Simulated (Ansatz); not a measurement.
# BaS (rocksalt): equation of state and elastic constants, part 2 of 2

Aim: the bulk modulus of BaS (rocksalt) from energies at several volumes around the relaxed one, then the elastic tensor.

Ansatz 0.2.0; DFT PBE, scalar-relativistic, plane waves, PAW. The steps go on from the part before.

## Step 10: The elastic tensor from strained cells

File input.yaml:

```yaml
crystal:
  lattice:
    - [0.0, 3.2142043034, 3.2142043034]
    - [3.2142043034, 0.0, 3.2142043034]
    - [3.2142043034, 3.2142043034, 0.0]
  atoms:
    - { symbol: Ba, position: [0.5, 0.5, 0.5] }
    - { symbol: S, position: [0.0, 0.0, 0.0] }
basis:
  ecutwfc: 420
  ecutrho_ratio: 4
kpoints:
  mp_grid: { grid: [10, 10, 10] }
hamiltonian:
  xc: pbe
scf:
  occupations: { method: gaussian, width: 0.05 }
output:
  forces: true
  stress: true
  eigenvalues: true
elastic:
  mode: relaxed_ion
  stencil: two_point
```

Launch:

```
$ ansatz run input.yaml --threads 4 --pin off --max-ram 7168MiB --backend cpu --events-out ev --progress --plain --runs-dir out
```

What it wrote:

```text
Warning: RAYON_NUM_THREADS=4 ignored (pool sized by the plan → 4); use --threads N
Engine: ansatz 0.2.0, aarch64-unknown-linux-gnu
Pseudopotentials: kind: paw
Pseudopotential: Ba, paw, valence charge 10, recommended cutoff 420 eV (normal), Ba.paw.azcp
Pseudopotential: S, paw, valence charge 6, recommended cutoff 420 eV (normal), S.paw.azcp
Functional definition: PBE
  parameter kappa = 0.804
  parameter beta = 0.06672455060314922
  exchange = pbe_x(kappa = kappa, mu = beta*pi^2/3)
  correlation = pbe_c(beta = beta)
Crystal: 2 atoms, lattice volume = 66.413 Å³
Basis set: ecut = 420 eV, 1291 PW (Γ), exchange–correlation on 64×64×64 points (8 copies of the dense FFT grid, shifted against one another)
Bands: 12, of which v1, the nominal top of the filled ones, is band 8 counted from 1 (7 counted from 0)
Symmetry: 48 space group operations
Space group: Fm-3m (ITA 225), of the structure as read, at distance tolerance 4.0e-5 Å
k-points: 47 of 1000
Non-local potential: Ba, projectors of the file, l = 0: 3, l = 1: 2, l = 2: 2, l = 3: 2
Non-local potential: S, projectors of the file, l = 0: 2, l = 1: 2, l = 2: 2
PAW form: soft (Blöchl's): semilocal exchange-correlation on the pseudo side does not see the compensation charge
PAW one-centre angular grid: Ba, 194 points (default); XC on 64 Gauss nodes
PAW one-centre angular grid: S, 110 points (default); XC on 64 Gauss nodes
Initial density: superposition of atomic densities (neutral atoms: chi_scale 0, normalization atom), corrected by the library's trained network
Initial wavefunctions: pseudopotential atomic-orbital guess
Functional: x = pbe(κ = 0.804, μ = 0.2195149727645171), c = pbe(β = 0.06672455060314922)
SCF iter   1: F=—  HF=-6855.864486 eV  |F-HF|=—  |Δ(HF+E_count)|=         —  Δρ=6.92e-4  dr2=7.56e-4  ethr=1.77e-3  ⟨swp⟩=9.2  Hψ=4632  notcnv=0
preconditioner: auto → none  [insulator: Δε(μ)=2.205 eV  Ē_g=11.901 eV  σ=0.050 eV  W_gap=1.00  n_scr=14 (ndim 8)  ℏωp=17.0 eV  f_vac=0.000  D(μ)=0.00/eV (n_scr^D=0)  ε∞_Penn≈3.1]
SCF iter   2: F=—  HF=-6855.864147 eV  |F-HF|=—  |Δ(HF+E_count)|=   3.39e-4  Δρ=2.04e-4  dr2=1.83e-5  ethr=4.73e-6  ⟨swp⟩=2.3  Hψ=1279  notcnv=0
SCF iter   3: F=—  HF=-6855.864152 eV  |F-HF|=—  |Δ(HF+E_count)|=   5.94e-6  Δρ=9.24e-5  dr2=4.06e-6  ethr=1.15e-7  ⟨swp⟩=2.4  Hψ=936  notcnv=0
SCF iter   4: F=—  HF=-6855.864159 eV  |F-HF|=—  |Δ(HF+E_count)|=   6.35e-6  Δρ=1.39e-5  dr2=2.18e-7  ethr=2.54e-8  ⟨swp⟩=3.0  Hψ=916  notcnv=0
SCF iter   5: F=—  HF=-6855.864158 eV  |F-HF|=—  |Δ(HF+E_count)|=   3.21e-7  Δρ=4.23e-6  dr2=2.49e-8  ethr=1.36e-9  ⟨swp⟩=2.0  Hψ=746  notcnv=0
SCF iter   6: F=—  HF=-6855.864158 eV  |F-HF|=—  |Δ(HF+E_count)|=   3.52e-9  Δρ=9.44e-7  dr2=9.65e-10  ethr=1.56e-10  ⟨swp⟩=2.0  Hψ=740  notcnv=0
SCF iter   7: F=—  HF=-6855.864158 eV  |F-HF|=—  |Δ(HF+E_count)|=  1.46e-10  Δρ=3.19e-7  dr2=1.11e-10  ethr=6.03e-12  ⟨swp⟩=2.0  Hψ=680  notcnv=0
SCF iter   8: F=—  HF=-6855.864158 eV  |F-HF|=—  |Δ(HF+E_count)|=  2.64e-11  Δρ=3.60e-8  dr2=1.25e-12  ethr=6.91e-13 (applied; sched 1.00e-12)  ⟨swp⟩=2.0  Hψ=720  notcnv=0
SCF iter   9: F=-6855.864158 eV  HF=-6855.864158 eV  |F-HF|=5.46e-12  |Δ(HF+E_count)|=  2.73e-12  Δρ=4.23e-9  dr2=2.19e-14  ethr=1.00e-12  ⟨swp⟩=5.0  Hψ=2162  notcnv=0
SCF 1 converged in 9 iterations: F = -6855.864158 eV  dr2 = 2.19e-14
Crystal: 2 atoms, lattice volume = 66.280 Å³
Symmetry: 16 space group operations
k-points: 102 of 1000
Initial density: handed on by an earlier stage of this run
Initial wavefunctions: those handed on with the density
iter 1 solved again at ethr=3.70e-8 eV; its pass at ethr=3.10e-3 eV (dr2=5.91e-6 eV) is discarded
[... 1 line left out ...]
eigensolver tolerance schedule calibrated: the retry pair's looser diagonalisation under-reported the residual by θ = 0.52 (0.11/decade); ethr = c·dr2/N_el runs at the constant in force after the calibration composes with the one it found (an armed cap, an earlier calibration), c = 9.0e-2
preconditioner: auto → none  [insulator: Δε(μ)=2.227 eV  Ē_g=11.913 eV  σ=0.050 eV  W_gap=1.00  n_scr=14 (ndim 8)  ℏωp=17.1 eV  f_vac=0.000  D(μ)=0.00/eV (n_scr^D=0)  ε∞_Penn≈3.1]
[... 7 lines left out ...]
SCF 2 converged in 8 iterations: F = -6855.864084 eV  dr2 = 7.62e-16
Crystal: 2 atoms, lattice volume = 66.545 Å³
[... 2 lines left out ...]
preconditioner: auto → none  [insulator: Δε(μ)=2.234 eV  Ē_g=11.906 eV  σ=0.050 eV  W_gap=1.00  n_scr=14 (ndim 8)  ℏωp=17.0 eV  f_vac=0.000  D(μ)=0.00/eV (n_scr^D=0)  ε∞_Penn≈3.0]
[... 5 lines left out ...]
SCF 3 converged in 6 iterations: F = -6855.864085 eV  dr2 = 4.10e-15
Symmetry: 8 space group operations
k-points: 171 of 1000
[... 2 lines left out ...]
preconditioner: auto → none  [insulator: Δε(μ)=2.231 eV  Ē_g=11.910 eV  σ=0.050 eV  W_gap=1.00  n_scr=14 (ndim 8)  ℏωp=17.0 eV  f_vac=0.000  D(μ)=0.00/eV (n_scr^D=0)  ε∞_Penn≈3.0]
[... 2 lines left out ...]
SCF iter   4: F=—  HF=-6855.864143 eV  |F-HF|=—  |Δ(HF+E_count)|=   3.16e-9  Δρ=3.27e-7  dr2=1.32e-10  ethr=8.83e-12  ⟨swp⟩=2.0  Hψ=3396  notcnv=0
SCF iter   5: F=—  HF=-6855.864143 eV  |F-HF|=—  |Δ(HF+E_count)|=  2.00e-11  Δρ=1.41e-7  dr2=2.23e-11  ethr=8.25e-13 (applied; sched 1.00e-12)  ⟨swp⟩=2.0  Hψ=2734  notcnv=0
SCF iter   6: F=—  HF=-6855.864143 eV  |F-HF|=—  |Δ(HF+E_count)|=  1.82e-12  Δρ=3.95e-8  dr2=1.48e-12  ethr=1.40e-13 (applied; sched 1.00e-12)  ⟨swp⟩=2.0  Hψ=2565  notcnv=0
SCF iter   7: F=-6855.864143 eV  HF=-6855.864143 eV  |F-HF|=4.55e-12  |Δ(HF+E_count)|=  9.09e-13  Δρ=5.01e-9  dr2=1.95e-14  ethr=1.00e-12  ⟨swp⟩=3.2  Hψ=8418  notcnv=0
SCF 4 converged in 7 iterations: F = -6855.864143 eV  dr2 = 1.95e-14
iter 1 solved again at ethr=1.00e-12 eV; its pass at ethr=3.10e-3 eV (dr2=6.35e-11 eV) is discarded
SCF iter   1: F=—  HF=-6855.864151 eV  |F-HF|=—  |Δ(HF+E_count)|=         —  Δρ=3.85e-7  dr2=6.30e-11  ethr=1.00e-12  ⟨swp⟩=3.0  Hψ=18271  notcnv=0
SCF iter   2: F=—  HF=-6855.864143 eV  |F-HF|=—  |Δ(HF+E_count)|=   8.38e-6  Δρ=2.02e-7  dr2=1.58e-11  ethr=3.94e-13 (applied; sched 1.00e-12)  ⟨swp⟩=3.9  Hψ=4581  notcnv=0
SCF iter   3: F=—  HF=-6855.864143 eV  |F-HF|=—  |Δ(HF+E_count)|=  2.73e-12  Δρ=1.10e-7  dr2=3.77e-12  ethr=9.88e-14 (applied; sched 1.00e-12)  ⟨swp⟩=2.0  Hψ=2570  notcnv=0
SCF iter   4: F=—  HF=-6855.864143 eV  |F-HF|=—  |Δ(HF+E_count)|=  1.09e-11  Δρ=3.61e-8  dr2=4.87e-13  ethr=2.35e-14 (applied; sched 1.00e-12)  ⟨swp⟩=2.6  Hψ=3020  notcnv=0
SCF iter   5: F=-6855.864143 eV  HF=-6855.864143 eV  |F-HF|=9.09e-13  |Δ(HF+E_count)|=  2.73e-12  Δρ=2.86e-9  dr2=2.37e-15  ethr=1.00e-12  ⟨swp⟩=4.6  Hψ=6965  notcnv=0
SCF 5 converged in 5 iterations: F = -6855.864143 eV  dr2 = 2.37e-15
SCF converged after 9 iterations
Free energy (F): -6855.864158 eV
Harris-Foulkes:  -6855.864158 eV  (|F-HF|=5.46e-12)
Internal energy: -6855.864158 eV  (E = F + TS)
E sigma→0 (E₀):  -6855.864158 eV
Fermi energy:    6.728702 eV
--- Per-component energies (eV) ---
  E_band       = -54.141272
  E_kinetic    = 275.981995
  E_local      = -409.277698  (includes V_loc(G=0)·N_el)
  E_nonlocal   = 85.120539
  E_hartree    = 129.701709
  E_xc         = -266.482813
  E_vxc        = -224.687306  (∫ρ·V_xc dr)
  E_paw        = -5826.081001  (= ΣΔE_a)
  E_vpaw       = -40.682221  (= ΣTr[D̂ρ^β])
  E_aug_tail   = -0.000000  (compensation charges beyond the density's cutoff)
  E_ewald      = -844.826889
  E_smearing   = -0.000000  (= −TS)
  E_closure    = -0.000000  (closes the sum)
  Σ components = -6855.864158   (vs F -6855.864158, Δ=0.00e0)
--- Forces (eV/Å), atoms counted from 1 ---
  atom   1  Ba     0.00000000     0.00000000    -0.00000000
  atom   2  S     -0.00000000     0.00000000    -0.00000000
  max |Σ_I F_I| component: 1.07e-29 eV/Å
--- Stress (GPa, compression-positive) ---
       -0.000022       0.000000       0.000000
       -0.000000      -0.000022       0.000000
        0.000000      -0.000000      -0.000022
  P = ⅓ Tr σ = -0.0000 GPa (-0.000 kbar)
--- Band table (eV; the first three rows and the last of 47) ---
  k-point 0: bands = ["-20.3928", "-5.4553", "-5.4553", "-5.4553", "-4.6518", "5.6120", "5.6120", "5.6120", "9.2047", "9.5712", "9.5712", "9.5712"]
  k-point 1: bands = ["-20.3890", "-5.6525", "-5.4588", "-5.4588", "-4.4466", "5.3544", "5.4888", "5.4888", "9.4955", "9.6450", "9.7103", "9.7103"]
  k-point 2: bands = ["-20.3788", "-5.9854", "-5.4679", "-5.4679", "-4.0922", "4.8144", "5.2064", "5.2064", "9.6072", "10.1088", "10.1088", "10.4760"]
  k-point 46: bands = ["-20.3396", "-5.9300", "-5.8163", "-5.7316", "-4.1004", "4.6587", "5.1472", "5.2282", "9.2495", "10.5895", "11.8379", "12.4948"]
--- Elastic constants: 2 strain directions × 2 members + reference (group order 48) ---
  dense FFT box of the reference and of every strained cell: 32×32×32
  strains applied: 11, 23; error gains: componentwise 1.00 (the most a stress slope's error grows in a printed constant), spectral 1.73 (1 for all six strains in a standard setting)
  C = ∂σ_k/∂η_j (tension-positive GPa; Voigt order 11 22 33 23 13 12):
        89.781     17.727     17.727     -0.000     -0.000      0.000
        17.727     89.781     17.727      0.000     -0.000     -0.000
        17.727     17.727     89.781     -0.000      0.000      0.000
        -0.000      0.000      0.000     18.708     -0.000     -0.000
        -0.000      0.000      0.000      0.000     18.708      0.000
        -0.000      0.000     -0.000     -0.000     -0.000     18.708
  reference stress σ⁰ (GPa):      0.000      0.000      0.000      0.000     -0.000     -0.000
  C* (energy form; C + prestress term) asymmetry max|C*_kj − C*_jk| = 3.553e-15 GPa — a small one proves nothing (zero by symmetry where the batch's group is 432, −43m or m−3m); a large one is finite-difference/SCF noise where every solve meets its electron count
  moduli (Voigt/Reuss/Hill, GPa): K = 41.75/41.75/41.75   G = 25.64/23.16/24.40   E = 61.26   ν = 0.255
  mechanically stable: yes (min eigenvalue of sym C = 18.71 GPa)
  strain η (Voigt 11):  stress-route row diagonal C_11 = 89.78 GPa, energy-path curvature d²(F+E_count+ΔE)/dδ²/Ω₀ = 89.78 GPa
         δ    σ_11 (GPa)             F (eV)   n_scf  n_hpsi   n_pw
    -2.000e-3      -0.1819       -6855.8640836       8   28496   1309   relax 0 steps, max|allowed force component| 1.06e-29 eV/Å
     2.000e-3       0.1772       -6855.8640848       6   24208   1320   relax 0 steps, max|allowed force component| 3.16e-30 eV/Å
  strain η (Voigt 23):  stress-route row diagonal C_44 = 18.71 GPa, energy-path curvature d²(F+E_count+ΔE)/dδ²/Ω₀ = 18.71 GPa
         δ    σ_23 (GPa)             F (eV)   n_scf  n_hpsi   n_pw
    -2.000e-3      -0.0374       -6855.8641430       7   45522   1318   relax 0 steps, max|allowed force component| 7.79e-30 eV/Å
     2.000e-3       0.0374       -6855.8641430       5   39171   1318   relax 0 steps, max|allowed force component| 6.71e-30 eV/Å
```

Wall time 15 s (4 threads of Arm Neoverse N1, shared host); peak memory 0.47 GiB.

In short: volume 33.206 Å³/atom, pressure 0.00 GPa, gap on the mesh 2.23 eV.

C in GPa, rows and columns xx, yy, zz, yz, xz, xy:

```
89.8 17.7 17.7  0.0  0.0  0.0
17.7 89.8 17.7  0.0  0.0  0.0
17.7 17.7 89.8  0.0  0.0  0.0
 0.0  0.0  0.0 18.7  0.0  0.0
 0.0  0.0  0.0  0.0 18.7  0.0
 0.0  0.0  0.0  0.0  0.0 18.7
```

| modulus (GPa) | Voigt | Reuss | Hill |
| --- | --- | --- | --- |
| bulk | 41.7 | 41.7 | 41.7 |
| shear | 25.6 | 23.2 | 24.4 |

Young's modulus along Cartesian directions: [100] 84, [010] 84, [001] 84, [110] 55, [101] 55, [011] 55, [111] 49 GPa.

## Step 11: What came out

The summary covers parts 1 to 2.

```
          quantity           value
                V0  33.206 Å³/atom
                B0          42 GPa
               B0′             4.5
scatter of the fit  0.000 meV/atom
     C11, C12, C44  90, 18, 19 GPa
    K, G, E (Hill)  42, 24, 61 GPa
   Poisson's ratio            0.26
```

In words: The fitted minimum lies at 33.21 Å³/atom, and the bulk modulus is 42 GPa. One per cent of compression takes about 0.42 GPa. The gap on the mesh opens from 2.15 to 2.34 eV as the cell expands over this range. All eigenvalues of the tensor are positive, so the cell is mechanically stable. K/G = 1.71 lies under Pugh's 1.75, an empirical mark of brittle behaviour drawn from metals, and the universal anisotropy index of 0.54 is moderate. The bulk moduli from the tensor and from the fit agree within 1 %. These are values at 0 K without zero-point motion.
